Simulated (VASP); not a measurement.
# Si (C2/c) in VASP: a series of runs

The runs below take Si through single point, with PBEsol.

All numbers are computed with VASP 6.6.1; they aren't measurements. Logs are shortened: lines on timing, memory, paths and dates and some standing lists are left out, and cuts for length are marked.

## Step 1: The cell of the first run

It takes space group C2/c (No. 15, monoclinic). The conventional cell has a = 2.634 Å, b = 6.579 Å, c = 3.598 Å, α = 90.00°, β = 111.14°, γ = 90.00°. Around Si (site symmetry 2) lie 6 Si at 2.31 to 2.63 Å.

This isn't the form of Si at room conditions, which is diamond.

## Step 2: Single point, PBEsol (strained and moved within a subgroup)

Contents of INCAR:

```
PREC = Accurate
ENCUT = 520
EDIFF = 1E-6
ISMEAR = 0
SIGMA = 0.1
LREAL = F
LASPH = T
NELM = 100
ALGO = Fast
ISIF = 2
LWAVE = F
LCHARG = T
GGA = PS
LELF = T
LVHAR = T
NBANDS = 11
```

Contents of KPOINTS:

```
Automatic mesh
0
Gamma
  16 16 12
```

Contents of POSCAR:

```
Si
1.0
   -2.3232118171      2.3286618052      1.3171159042
    2.3286618052     -2.3232118171      1.3171159042
    2.3706392632      2.3706392632     -1.3073932778
Si
2
Direct
    0.2649092317      0.7350907683      0.5000000000
    0.4850907683      0.5149092317      0.0000000000
```

Potentials or basis: VASP PAW PBE potentials, release 64 (Si).

Started as:

```bash
> cat potpaw_PBE.64/Si/POTCAR > POTCAR
> mpirun -np 1 vasp_std > vasp.out
```

OUTCAR:

```text
PREC = Accurate
   ENCUT = 520
   EDIFF = 1E-6
   ISMEAR = 0
   LREAL = F
   LASPH = T
   NELM = 100
   ISIF = 2
   GGA = PS

 ion  position               nearest neighbor table
   1  0.265  0.735  0.500-   2 2.31   2 2.31   2 2.58   2 2.58   2 2.98   2 2.98
   2  0.485  0.515  0.000-   1 2.31   1 2.31   1 2.58   1 2.58   1 2.98   1 2.98

  LATTYP: Found a base centered monoclinic cell.
 ALAT       =     2.6342430839
 B/A-ratio  =     2.4973939601
 C/A-ratio  =     1.3660436748
 COS(beta)  =    -0.3605895941

  Lattice vectors:

 A1 = (  -2.3232118171,   2.3286618052,   1.3171159042)
 A2 = (   2.3286618052,  -2.3232118171,   1.3171159042)
 A3 = (   2.3706392632,   2.3706392632,  -1.3073932778)

Analysis of symmetry for initial positions (statically):
=====================================================================
 Subroutine PRICEL returns:
 Original cell was already a primitive cell.

 Routine SETGRP: Setting up the symmetry group for a
 base centered monoclinic supercell.

 Subroutine GETGRP returns: Found  4 space group operations
 (whereof  2 operations were pure point group operations)
 out of a pool of  4 trial point group operations.

The static configuration has the point symmetry C_2 .
 The point group associated with its full space group is C_2h.

Analysis of symmetry for dynamics (positions and initial velocities):
=====================================================================
 Subroutine PRICEL returns:
 Original cell was already a primitive cell.

 Routine SETGRP: Setting up the symmetry group for a
 base centered monoclinic supercell.

 Subroutine GETGRP returns: Found  4 space group operations
 (whereof  2 operations were pure point group operations)
 out of a pool of  4 trial point group operations.

The dynamic configuration has the point symmetry C_2 .
 The point group associated with its full space group is C_2h.

 Subroutine INISYM returns: Found  4 space group operations
 (whereof  2 operations are pure point group operations),
 and found     1 'primitive' translations

----------------------------------------------------------------------------------------

                                     Primitive cell

  volume of cell :      29.0832

  direct lattice vectors                    reciprocal lattice vectors
    -2.323211817  2.328661805  1.317115904    -0.002924543  0.212042603  0.379184666
     2.328661805 -2.323211817  1.317115904     0.212042603 -0.002924543  0.379184666
     2.370639263  2.370639263 -1.307393278     0.210673198  0.210673198 -0.000871728

[... 93 lines left out ...]
   PSTRESS=    0.0 pullay stress
   NELECT =       8.0000    total number of electrons
   NUPDOWN=      -1.0000    fix difference up-down
   EMIN   =  10.00;   EMAX   =-10.00  energy-range for DOS
   EFERMI =   0.00;   METHOD = LEGACY
   ISMEAR =     0;   SIGMA  =   0.10  broadening in eV -4-tet -1-fermi 0-gaus
   EFERMI_NEDOS =   21; number of points for ismear=-14 and -15
   IALGO  =     68    algorithm
   IMIX   =      4    mixing-type and parameters
     AMIX     =   0.40;   BMIX     =  1.00
     AMIX_MAG =   1.60;   BMIX_MAG =  1.00
  volume/ion in A,a.u.               =      14.54        98.13
  Fermi-wavevector in a.u.,A,eV,Ry     =   1.064692  2.011976 15.423141  1.133569
  Thomas-Fermi vector in A             =   2.200219
   LORBIT       =      0    0 simple, 1 ext, 2 COOP (PROOUT), +10 PAW based schemes
   GGA     = PS    functional components
   LHFCALC =     F    Hartree Fock is set to
   AEXX    =    0.0000 exact exchange contribution
   IVDW    =     0    specifies the selected vdW correction
   LEPSILON=     F    determine dielectric tensor
   LRPA    =     F    only Hartree local field effects (RPA)
 non-spin polarized calculation
 RMM-DIIS sequential band-by-band and
 Gauss-broadening in eV      SIGMA  =   0.10
  energy-cutoff  :      520.00
  volume of cell :       29.08
 maximum number of plane-waves:       797
   NGX = 13   NGY = 13   NGZ = 13

 number of electron       8.0000000 magnetization

 Free energy of the ion-electron system (eV)
  ---------------------------------------------------
  ext. energy  EPLUGINS =         0.00000000
  ---------------------------------------------------
  free energy    TOTEN  =       -10.95814765 eV

  energy without entropy =      -10.95501504  energy(sigma->0) =      -10.95658134

 E-fermi :   9.6920     XC(G=0): -11.1490

 val. band max:        9.6896607770   @ k =   0.5000   0.5000   0.0833
 cond. band min:       9.6929897066   @ k =  -0.2500   0.2500   0.2500
 fundamental gap:      0.0033289296
 Fermi energy:         9.6920150369

 k-point     1 :       0.0000    0.0000    0.0000
  band No.  band energies     occupation
      1      -4.5031      2.00000
      2       6.8647      2.00000
      3       7.5405      2.00000
      4       8.0509      2.00000
      5      10.9240      0.00000
      6      17.4437      0.00000
      7      18.7849      0.00000
      8      19.2606      0.00000
      9      19.3044      0.00000
     10      19.8297      0.00000
     11      20.6390      0.00000
[... 309 lines left out ...]
 k-point    24 :      -0.0625    0.0625    0.0000
  band No.  band energies     occupation
      1      -4.4521      2.00000
      2       6.5971      2.00000
      3       6.9093      2.00000
      4       8.6691      2.00000
      5      11.3699      0.00000
      6      16.8561      0.00000
      7      18.8284      0.00000
      8      18.8372      0.00000
      9      19.4755      0.00000
     10      19.9482      0.00000
     11      20.7920      0.00000

 [... further k-points ...]

------------------------ aborting loop because EDIFF is reached ----------------------------------------

  FORCE on cell =-STRESS in cart. coord.  units (eV):
  Direction    XX          YY          ZZ          XY          YZ          ZX
  --------------------------------------------------------------------------------------
  -------------------------------------------------------------------------------------
  Total        1.6102814      1.6102814      0.6391420     -0.2356571     -0.4357966     -0.4357966
  in kB       88.7094234     88.7094234     35.2099454    -12.9822049    -24.0077692    -24.0077693
  external PRESSURE =      70.8762641 kB  Pullay stress =       0.0000000 kB

 VOLUME and BASIS-vectors are now :
 -----------------------------------------------------------------------------
  energy-cutoff  :      520.00
  volume of cell :       29.08
      direct lattice vectors                 reciprocal lattice vectors
    -2.323211817  2.328661805  1.317115904    -0.002924543  0.212042603  0.379184666
     2.328661805 -2.323211817  1.317115904     0.212042603 -0.002924543  0.379184666
     2.370639263  2.370639263 -1.307393278     0.210673198  0.210673198 -0.000871728

 POSITION                                       TOTAL-FORCE (eV/Angst)
 -----------------------------------------------------------------------------------
      2.28166      0.09443      0.66342         1.054683     -1.054683      0.000000
      0.07208     -0.06663      1.31712        -1.054683      1.054683     -0.000000
 -----------------------------------------------------------------------------------
    total drift:                               -0.000000      0.000000     -0.000000

  FREE ENERGIE OF THE ION-ELECTRON SYSTEM (eV)
  ---------------------------------------------------
  free  energy   TOTEN  =       -10.9581476528 eV

  energy  without entropy=      -10.9550150364  energy(sigma->0) =      -10.95658134
```

stdout:

```text
POSCAR found type information on POSCAR Si
 POSCAR found :  1 types and       2 ions
 scaLAPACK will be used
 -----------------------------------------------------------------------------
|                                                                             |
|                                                                             |
|     You enforced a specific xc type in the INCAR file but a different       |
|     I HOPE YOU KNOW WHAT YOU ARE DOING!                                     |
|                                                                             |
 -----------------------------------------------------------------------------

 LDA part: xc-table for (Slater+PW92), standard interpolation
 POSCAR, INCAR and KPOINTS ok, starting setup
 FFT: planning ... GRIDC
 FFT: planning ... GRID_SOFT
 FFT: planning ... GRID
 WAVECAR not read
 entering main loop
```

Run time: 2.7 min. Hardware: 1 thread of Intel Xeon Platinum 8488C (Sapphire Rapids), shared host; peak memory 0.31 GiB.

What came out:

| Item | Value |
| --- | --- |
| Free energy | -10.9581 eV |
| Pressure | 7.1 GPa |
| Largest force | 1.492 eV/Å |
| Band gap on the k mesh | none (metal or under the smearing width) |

Forces in eV/Å, atoms in the order of the input:
```
Si   1.055 -1.055  0.000
Si  -1.055  1.055  0.000
```

Caveat: the PAW data sets were made with another functional, which shifts forces and pressure a little.

## Step 3: Single point, PBEsol (strained and moved within a subgroup)

Contents of INCAR:

```
SYSTEM = Si
PREC     = Accurate       ! precision mode
ENCUT    = 520            ! plane-wave cutoff, eV
EDIFF    = 1E-7           ! SCF threshold, eV
ISMEAR   = 0              ! smearing method
SIGMA    = 0.1            ! smearing width, eV
LREAL    = .False.        ! projectors in reciprocal space
LASPH    = .True.         ! aspherical terms in the spheres
NELM     = 100            ! most SCF steps
ALGO     = Fast           ! electronic algorithm
ISIF     = 2              ! what is computed and relaxed
LWAVE    = .False.        ! write WAVECAR
LCHARG   = .False.        ! write CHGCAR
GGA      = PS             ! functional
NBANDS   = 11             ! bands
```

Contents of KPOINTS:

```
regular mesh
0
Gamma
  16 16 16
  0 0 0
```

Contents of POSCAR:

```
Si
1.0
   -2.3893817650      2.3886121812      1.3093134879
    2.4159670728     -2.3886121812      1.3567409340
    2.3893817650      2.3886121812     -1.3093134879
Si
2
Direct
    0.2395956659      0.7420446949      0.5024490290
    0.5104043341      0.5079553051     -0.0024490290
```

Potentials or basis: VASP PAW PBE potentials, release 64 (Si).

Started as:

```bash
> cat potpaw_PBE.64/Si/POTCAR > POTCAR
> mpirun -np 1 vasp_std > vasp.out
```

It took 3.1 min on 1 thread of Intel Xeon Platinum 8488C (Sapphire Rapids), shared host; peak memory 0.38 GiB.

Results (log left out):

| Property | Result |
| --- | --- |
| Free energy | -11.1111 eV |
| Pressure | -1.8 GPa |
| Largest force | 0.098 eV/Å |
| Band gap on the k mesh | none (metal or under the smearing width) |

Forces in eV/Å, atoms in the order of the input:
```
Si  -0.076  0.000  0.062
Si   0.076  0.000 -0.062
```

Stress tensor (GPa, compression positive):
```
-3.00  0.00 -0.78
 0.00 -0.03  0.00
-0.78  0.00 -2.25
```

Levels at points of the mesh, in eV from the Fermi level:
```tsv
k point	band 2	band 3	band 4	band 5	band 6	band 7
(0.00, 0.00, 0.00)	-2.50	-2.36	-1.92	1.56	7.52	8.69
(0.50, 0.00, 0.00)	-6.80	-2.21	-1.61	-1.57	0.98	4.61
(0.00, 0.50, 0.00)	-6.82	-1.97	-1.75	-1.30	1.28	4.61
(0.50, 0.50, 0.00)	-10.56	0.31	0.45	2.57	2.65	7.89
(0.50, 0.00, 0.50)	-6.64	-2.12	-1.94	-1.61	1.10	4.03
(0.50, 0.50, 0.50)	-8.16	-6.75	-6.74	5.51	5.71	12.80
```

Caveat: the PAW data sets were made with another functional, which shifts forces and pressure a little.
